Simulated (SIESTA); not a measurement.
A run of SIESTA 5.4.2 is set up as follows.

Contents of run.py:

```python
from ase import Atoms
from ase.calculators.siesta import Siesta
from ase.units import Ry, GPa

atoms = Atoms(
    ['Cd', 'Se'],
    cell=[
        [0.0, 3.0702711986, 3.0702711986],
        [3.0702711986, 0.0, 3.0702711986],
        [3.0702711986, 3.0702711986, 0.0],
    ],
    scaled_positions=[
        [0.0, 0.0, 0.0],
        [0.25, 0.25, 0.25],
    ],
    pbc=True,
)

fdf = {
    'SCFMustConverge': False,
    'OccupationFunction': 'FD',
    'ElectronicTemperature': '0.05 eV',
    'MaxSCFIterations': '120',
    'SCF.Mixer.Method': 'Pulay',
    'SCF.Mixer.Weight': '0.25',
    'SCF.Mixer.History': '8',
    'SCF.DM.Tolerance': '5.0e-05',
    'SCF.H.Tolerance': '1.0e-03 eV',
    'WriteForces': 'true',
    'Charge.Mulliken': 'end',
    'BandLinesScale': 'ReciprocalLatticeVectors',
    'BandLines': ['  1    0.000000   0.000000   0.000000  \\Gamma', ' 12    0.500000   0.000000   0.500000  X', '  6    0.500000   0.250000   0.750000  W', '  4    0.375000   0.375000   0.750000  K', ' 13    0.000000   0.000000   0.000000  \\Gamma', ' 11    0.500000   0.500000   0.500000  L', '  8    0.625000   0.250000   0.625000  U', '  4    0.500000   0.250000   0.750000  W', '  9    0.500000   0.500000   0.500000  L', '  8    0.375000   0.375000   0.750000  K', '  1    0.625000   0.250000   0.625000  U', '  4    0.500000   0.000000   0.500000  X'],
}
calc = Siesta(
    label="CdSe",
    command="siesta < PREFIX.fdf > PREFIX.out",
    pseudo_path="pseudos",
    pseudo_qualifier="",
    xc=('GGA', 'RPBE'),
    basis_set="DZP",
    mesh_cutoff=800 * Ry,
    energy_shift=0.002 * Ry,
    kpts=[8, 8, 8],
    spin="non-polarized",
    fdf_arguments=fdf,
)
atoms.calc = calc

print(f"energy = {atoms.get_potential_energy():.6f} eV")
free = atoms.get_potential_energy(force_consistent=True)
print(f"free energy = {free:.6f} eV")
print("forces (eV/A):")
print(atoms.get_forces(apply_constraint=False).round(6))
print("stress (GPa, Voigt order, tension positive):", (atoms.get_stress() / GPa).round(4))
```

Potentials or basis: PseudoDojo 0.4 standard (PBE files), DZP (energy shift 0.002 Ry).

Launch:

```console
$ python run.py
```

Task: What does it give for the band gap on the k mesh?

Result: 0.97 eV, direct.

Task: What does it give for the band gap along the path?

Result: 0.97 eV, direct.

Task: Estimate the pressure.

Result: 3.9 GPa.

Levels at the corners of the path, in eV from the valence-band top:
| point | band 15 | band 16 | band 17 | band 18 | band 19 | band 20 | band 21 | band 22 |
| --- | --- | --- | --- | --- | --- | --- | --- | --- |
| Γ | -7.63 | 0.00 | 0.00 | 0.00 | 0.97 | 6.70 | 6.70 | 6.70 |
| X | -7.28 | -3.92 | -1.75 | -1.75 | 3.71 | 4.28 | 9.59 | 10.79 |
| W | -7.17 | -3.82 | -2.12 | -2.04 | 5.31 | 5.59 | 7.15 | 8.59 |
| K | -7.21 | -3.85 | -2.36 | -1.43 | 4.25 | 5.49 | 8.84 | 9.25 |
| Γ | -7.63 | 0.00 | 0.00 | 0.00 | 0.97 | 6.70 | 6.70 | 6.70 |
| L | -7.35 | -4.20 | -0.71 | -0.71 | 2.86 | 7.25 | 7.25 | 7.79 |
| U | -7.21 | -3.85 | -2.36 | -1.43 | 4.25 | 5.49 | 8.84 | 9.25 |
| W | -7.17 | -3.82 | -2.12 | -2.04 | 5.31 | 5.59 | 7.15 | 8.59 |
| L | -7.35 | -4.20 | -0.71 | -0.71 | 2.86 | 7.25 | 7.25 | 7.79 |
| K | -7.21 | -3.85 | -2.36 | -1.43 | 4.25 | 5.49 | 8.84 | 9.25 |
| U | -7.21 | -3.85 | -2.36 | -1.43 | 4.25 | 5.49 | 8.84 | 9.25 |
| X | -7.28 | -3.92 | -1.75 | -1.75 | 3.71 | 4.28 | 9.59 | 10.79 |

Caveat: semicore shells carry a single zeta, which can move pressures by several GPa and volumes by a few percent; the potentials were made for another functional, which shifts forces and pressure; the basis of atomic orbitals isn't converged, which shifts pressures, moduli and gaps. As with any semilocal functional, this RPBE gap is likely too small.
